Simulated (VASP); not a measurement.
# HfC (Fm-3m) in VASP: a series of runs, part 2 of 2

VASP 6.6.1.

**3. Equation of state, PBE, 12.07 Å³/atom (volume scaled by 0.96)**

File INCAR:

```
PREC     = Accurate       # precision mode
ENCUT    = 520            # plane-wave cutoff, eV
EDIFF    = 1E-7           # SCF threshold, eV
ISMEAR   = -1             # smearing method
SIGMA    = 0.05           # smearing width, eV
LREAL    = False          # projectors in reciprocal space
LASPH    = True           # aspherical terms in the spheres
NELM     = 60             # most SCF steps
ALGO     = Normal         # electronic algorithm
ISIF     = 2              # what is computed and relaxed
LWAVE    = False          # write WAVECAR
LCHARG   = False          # write CHGCAR
GGA      = PE             # functional
NBANDS   = 14             # bands
```

File KPOINTS:

```
Automatic mesh
0
Gamma
  10 10 10
```

File POSCAR:

```
HfC
1.0
    0.0000000000      2.2935772291      2.2935772291
    2.2935772291      0.0000000000      2.2935772291
    2.2935772291      2.2935772291      0.0000000000
Hf C
1 1
Direct
    0.5000000000      0.5000000000      0.5000000000
    0.0000000000      0.0000000000      0.0000000000
```

Potentials or basis: VASP PAW PBE potentials, release 64 (Hf_pv, C).

Started as:

```sh
$ cat potpaw_PBE.64/Hf_pv/POTCAR potpaw_PBE.64/C/POTCAR > POTCAR
$ mpirun -np 1 vasp_std > vasp.out
```

Run time: 13 s. Hardware: 1 thread of Intel Xeon Platinum 8559C (Emerald Rapids), shared host; peak memory 0.14 GiB.

It converged, with:

```yaml
Free_energy: -21.0146 eV
Pressure: 10.1 GPa
Band_gap_on_the_k_mesh: none (metal or under the smearing width)
```

**4. Equation of state, PBE, 12.32 Å³/atom (volume scaled by 0.98)**

File INCAR:

```
PREC = Accurate
ENCUT = 520
EDIFF = 1E-7
ISMEAR = -1
SIGMA = 0.05
LREAL = False
LASPH = True
NELM = 100
ALGO = Normal
ISIF = 2
LWAVE = False
LCHARG = False
GGA = PE
NBANDS = 14
```

File KPOINTS:

```
regular mesh
0
Gamma
  10 10 10
```

File POSCAR:

```
HfC
1.0
    0.0000000000      2.3093955030      2.3093955030
    2.3093955030      0.0000000000      2.3093955030
    2.3093955030      2.3093955030      0.0000000000
Hf C
1 1
Direct
    0.5000000000      0.5000000000      0.5000000000
    0.0000000000      0.0000000000      0.0000000000
```

Started as:

```sh
$ cat potpaw_PBE.64/Hf_pv/POTCAR potpaw_PBE.64/C/POTCAR > POTCAR
$ mpirun -np 1 vasp_std > vasp.out
```

Wall time 13 s (1 thread of Intel Xeon Platinum 8559C (Emerald Rapids), shared host); peak memory 0.14 GiB.

The run converged. Its results:

| Item | Value |
| --- | --- |
| Free energy | -21.0377 eV |
| Pressure | 4.6 GPa |
| Band gap on the k mesh | none (metal or under the smearing width) |

**5. Equation of state, PBE, 12.82 Å³/atom (volume scaled by 1.02)**

File INCAR:

```
PREC = Accurate ; ENCUT = 520
EDIFF = 1E-7 ; ISMEAR = -1
SIGMA = 0.05 ; LREAL = False
LASPH = True ; NELM = 60
ALGO = Normal ; ISIF = 2
LWAVE = False ; LCHARG = False
GGA = PE ; NBANDS = 14
```

KPOINTS is that of step 4.

File POSCAR:

```
HfC
1.0
    0.0000000000      2.3403977997      2.3403977997
    2.3403977997      0.0000000000      2.3403977997
    2.3403977997      2.3403977997      0.0000000000
Hf C
1 1
Direct
    0.5000000000      0.5000000000      0.5000000000
    0.0000000000      0.0000000000      0.0000000000
```

Started as:

```sh
$ cat potpaw_PBE.64/Hf_pv/POTCAR potpaw_PBE.64/C/POTCAR > POTCAR
$ mpirun -np 1 vasp_std > vasp.out
```

Wall time 22 s (1 thread of Intel Xeon Platinum 8559C (Emerald Rapids), shared host); peak memory 0.16 GiB.

Results (log left out):

```
Free energy            : -21.0359 eV
Pressure               : -4.9 GPa
Band gap on the k mesh : none (metal or under the smearing width)
```

**6. Equation of state, PBE, 13.07 Å³/atom (volume scaled by 1.04)**

File INCAR:

```
SYSTEM = HfC
  PREC = Accurate
  ENCUT = 520
  EDIFF = 1E-7
  ISMEAR = -1
  SIGMA = 0.05
  LREAL = .FALSE.
  LASPH = .TRUE.
  NELM = 100
  ALGO = Normal
  ISIF = 2
  LWAVE = .FALSE.
  LCHARG = .FALSE.
  GGA = PE
  NBANDS = 14
```

File KPOINTS:

```
regular mesh
0
G
  10 10 10
  0 0 0
```

File POSCAR:

```
HfC
1.0
    0.0000000000      2.3555956139      2.3555956139
    2.3555956139      0.0000000000      2.3555956139
    2.3555956139      2.3555956139      0.0000000000
Hf C
1 1
Direct
    0.5000000000      0.5000000000      0.5000000000
    0.0000000000      0.0000000000      0.0000000000
```

Potentials or basis: VASP PAW PBE potentials, release 64 (Hf_pv, C).

Started as:

```sh
$ cat potpaw_PBE.64/Hf_pv/POTCAR potpaw_PBE.64/C/POTCAR > POTCAR
$ mpirun -np 1 vasp_std > vasp.out
```

Run time: 23 s. Hardware: 1 thread of Intel Xeon Platinum 8559C (Emerald Rapids), shared host; peak memory 0.17 GiB.

Results (log left out):

```
Free energy            : -21.0140 eV
Pressure               : -9.0 GPa
Band gap on the k mesh : none (metal or under the smearing width)
```

**7. Equation of state, PBE, 13.32 Å³/atom (volume scaled by 1.06)**

File INCAR:

```
SYSTEM = HfC
PREC = Accurate ; ENCUT = 520
EDIFF = 1E-7 ; ISMEAR = -1
SIGMA = 0.05 ; LREAL = .False.
LASPH = .True. ; NELM = 100
ALGO = Normal ; ISIF = 2
LWAVE = .False. ; LCHARG = .False.
GGA = PE ; NBANDS = 14
```

File KPOINTS:

```
Automatic mesh
0
Gamma
  10 10 10
  0 0 0
```

File POSCAR:

```
HfC
1.0
    0.0000000000      2.3705998121      2.3705998121
    2.3705998121      0.0000000000      2.3705998121
    2.3705998121      2.3705998121      0.0000000000
Hf C
1 1
Direct
    0.5000000000      0.5000000000      0.5000000000
    0.0000000000      0.0000000000      0.0000000000
```

Started as:

```sh
$ cat potpaw_PBE.64/Hf_pv/POTCAR potpaw_PBE.64/C/POTCAR > POTCAR
$ mpirun -np 1 vasp_std > vasp.out
```

It took 20 s on 1 thread of Intel Xeon Platinum 8559C (Emerald Rapids), shared host; peak memory 0.16 GiB.

It converged, with:

* Free energy: -20.9799 eV
* Pressure: -12.7 GPa
* Band gap on the k mesh: none (metal or under the smearing width)

**8. Equation of state, PBE**

This step only gathers the single runs of the series.

What came out:

* Equilibrium volume: 12.55 Å³/atom
* Bulk modulus: 239 GPa
* Pressure derivative of the bulk modulus: 4.0

Energy against volume, from the lowest point:
```
volume (Å³/atom)  energy (meV/atom)
          11.814              35.51
          12.065              14.83
          12.317               3.29
          12.568               0.00
          12.819               4.18
          13.071              15.12
          13.322              32.16
```

The run has no spin-orbit coupling, so splittings on Hf are missing.

**9. Equation of state, PBEsol, 11.81 Å³/atom (volume scaled by 0.94)**

File INCAR:

```
SYSTEM = HfC
PREC     = Accurate       ! precision mode
ENCUT    = 520            ! plane-wave cutoff, eV
EDIFF    = 1E-7           ! SCF threshold, eV
ISMEAR   = -1             ! smearing method
SIGMA    = 0.05           ! smearing width, eV
LREAL    = .FALSE.        ! projectors in reciprocal space
LASPH    = .TRUE.         ! aspherical terms in the spheres
NELM     = 60             ! most SCF steps
ALGO     = Normal         ! electronic algorithm
ISIF     = 2              ! what is computed and relaxed
LWAVE    = .FALSE.        ! write WAVECAR
LCHARG   = .FALSE.        ! write CHGCAR
GGA      = PS             ! functional
NBANDS   = 14             ! bands
```

File KPOINTS:

```
regular mesh
0
G
  10 10 10
  0 0 0
```

File POSCAR:

```
HfC
1.0
    0.0000000000      2.2775377028      2.2775377028
    2.2775377028      0.0000000000      2.2775377028
    2.2775377028      2.2775377028      0.0000000000
Hf C
1 1
Direct
    0.5000000000      0.5000000000      0.5000000000
    0.0000000000      0.0000000000      0.0000000000
```

Potentials or basis: VASP PAW PBE potentials, release 64 (Hf_pv, C).

Started as:

```sh
$ cat potpaw_PBE.64/Hf_pv/POTCAR potpaw_PBE.64/C/POTCAR > POTCAR
$ mpirun -np 1 vasp_std > vasp.out
```

Run time: 11 s. Hardware: 1 thread of Intel Xeon Platinum 8259CL at 2.50GHz (Skylake/Cascade Lake), shared host; peak memory 0.14 GiB.

The run converged. Its results:

| Quantity | Value |
| --- | --- |
| Free energy | -22.1724 eV |
| Pressure | 8.9 GPa |
| Band gap on the k mesh | none (metal or under the smearing width) |

Caveat: the PAW data sets were made with another functional, which shifts forces and pressure a little.

**10. Equation of state, PBEsol, 12.07 Å³/atom (volume scaled by 0.96)**

INCAR is that of step 9.

KPOINTS is that of step 9.

File POSCAR:

```
HfC
1.0
    0.0000000000      2.2935772291      2.2935772291
    2.2935772291      0.0000000000      2.2935772291
    2.2935772291      2.2935772291      0.0000000000
Hf C
1 1
Direct
    0.5000000000      0.5000000000      0.5000000000
    0.0000000000      0.0000000000      0.0000000000
```

Started as:

```sh
$ cat potpaw_PBE.64/Hf_pv/POTCAR potpaw_PBE.64/C/POTCAR > POTCAR
$ mpirun -np 1 vasp_std > vasp.out
```

Wall time 11 s (1 thread of Intel Xeon Platinum 8259CL at 2.50GHz (Skylake/Cascade Lake), shared host); peak memory 0.15 GiB.

It converged, with:

```yaml
Free_energy: -22.1913 eV
Pressure: 3.1 GPa
Band_gap_on_the_k_mesh: none (metal or under the smearing width)
```

Caveat: the PAW data sets were made with another functional, which shifts forces and pressure a little.

**11. Equation of state, PBEsol, 12.32 Å³/atom (volume scaled by 0.98)**

INCAR is that of step 10.

KPOINTS is that of step 10.

File POSCAR:

```
HfC
1.0
    0.0000000000      2.3093955030      2.3093955030
    2.3093955030      0.0000000000      2.3093955030
    2.3093955030      2.3093955030      0.0000000000
Hf C
1 1
Direct
    0.5000000000      0.5000000000      0.5000000000
    0.0000000000      0.0000000000      0.0000000000
```

Started as:

```sh
$ cat potpaw_PBE.64/Hf_pv/POTCAR potpaw_PBE.64/C/POTCAR > POTCAR
$ mpirun -np 1 vasp_std > vasp.out
```

It took 10 s on 1 thread of Intel Xeon Platinum 8259CL at 2.50GHz (Skylake/Cascade Lake), shared host; peak memory 0.15 GiB.

The run converged. Its results:

- Free energy: -22.1926 eV
- Pressure: -2.2 GPa
- Band gap on the k mesh: none (metal or under the smearing width)

Caveat: the PAW data sets were made with another functional, which shifts forces and pressure a little.

**12. Equation of state, PBEsol, 12.82 Å³/atom (volume scaled by 1.02)**

INCAR is that of step 11.

KPOINTS is that of step 11.

File POSCAR:

```
HfC
1.0
    0.0000000000      2.3403977997      2.3403977997
    2.3403977997      0.0000000000      2.3403977997
    2.3403977997      2.3403977997      0.0000000000
Hf C
1 1
Direct
    0.5000000000      0.5000000000      0.5000000000
    0.0000000000      0.0000000000      0.0000000000
```

Potentials or basis: VASP PAW PBE potentials, release 64 (Hf_pv, C).

Started as:

```sh
$ cat potpaw_PBE.64/Hf_pv/POTCAR potpaw_PBE.64/C/POTCAR > POTCAR
$ mpirun -np 1 vasp_std > vasp.out
```

It took 21 s on 1 thread of Intel Xeon Platinum 8259CL at 2.50GHz (Skylake/Cascade Lake), shared host; peak memory 0.17 GiB.

Results (log left out):

```yaml
Free_energy: -22.1497 eV
Pressure: -11.2 GPa
Band_gap_on_the_k_mesh: none (metal or under the smearing width)
```

Caveat: the PAW data sets were made with another functional, which shifts forces and pressure a little.

**13. Equation of state, PBEsol, 13.07 Å³/atom (volume scaled by 1.04)**

INCAR is that of step 12.

KPOINTS is that of step 12.

File POSCAR:

```
HfC
1.0
    0.0000000000      2.3555956139      2.3555956139
    2.3555956139      0.0000000000      2.3555956139
    2.3555956139      2.3555956139      0.0000000000
Hf C
1 1
Direct
    0.5000000000      0.5000000000      0.5000000000
    0.0000000000      0.0000000000      0.0000000000
```

Started as:

```sh
$ cat potpaw_PBE.64/Hf_pv/POTCAR potpaw_PBE.64/C/POTCAR > POTCAR
$ mpirun -np 1 vasp_std > vasp.out
```

It took 21 s on 1 thread of Intel Xeon Platinum 8259CL at 2.50GHz (Skylake/Cascade Lake), shared host; peak memory 0.16 GiB.

The run converged. Its results:

| Item | Value |
| --- | --- |
| Free energy | -22.1084 eV |
| Pressure | -15.1 GPa |
| Band gap on the k mesh | none (metal or under the smearing width) |

Caveat: the PAW data sets were made with another functional, which shifts forces and pressure a little.

**14. Equation of state, PBEsol, 13.32 Å³/atom (volume scaled by 1.06)**

INCAR is that of step 13.

KPOINTS is that of step 13.

File POSCAR:

```
HfC
1.0
    0.0000000000      2.3705998121      2.3705998121
    2.3705998121      0.0000000000      2.3705998121
    2.3705998121      2.3705998121      0.0000000000
Hf C
1 1
Direct
    0.5000000000      0.5000000000      0.5000000000
    0.0000000000      0.0000000000      0.0000000000
```

Started as:

```sh
$ cat potpaw_PBE.64/Hf_pv/POTCAR potpaw_PBE.64/C/POTCAR > POTCAR
$ mpirun -np 1 vasp_std > vasp.out
```

Wall time 22 s (1 thread of Intel Xeon Platinum 8259CL at 2.50GHz (Skylake/Cascade Lake), shared host); peak memory 0.16 GiB.

It converged, with:

* Free energy: -22.0555 eV
* Pressure: -18.6 GPa
* Band gap on the k mesh: none (metal or under the smearing width)

Caveat: the PAW data sets were made with another functional, which shifts forces and pressure a little.

**15. Equation of state, PBEsol**

Potentials or basis: VASP PAW PBE potentials, release 64 (Hf_pv, C).

This step only gathers the single runs of the series.

Results:

| Property | Result |
| --- | --- |
| Equilibrium volume | 12.21 Å³/atom |
| Bulk modulus | 254 GPa |
| Pressure derivative of the bulk modulus | 4.0 |

Energy against volume, from the lowest point:
```csv
volume (Å³/atom),energy (meV/atom)
11.814,10.11
12.065,0.69
12.317,0.00
12.568,7.18
12.819,21.45
13.071,42.13
13.322,68.58
```

Caveat: the PAW data sets were made with another functional, which shifts forces and pressure a little. Spin-orbit coupling is left out, which matters for the levels of Hf.
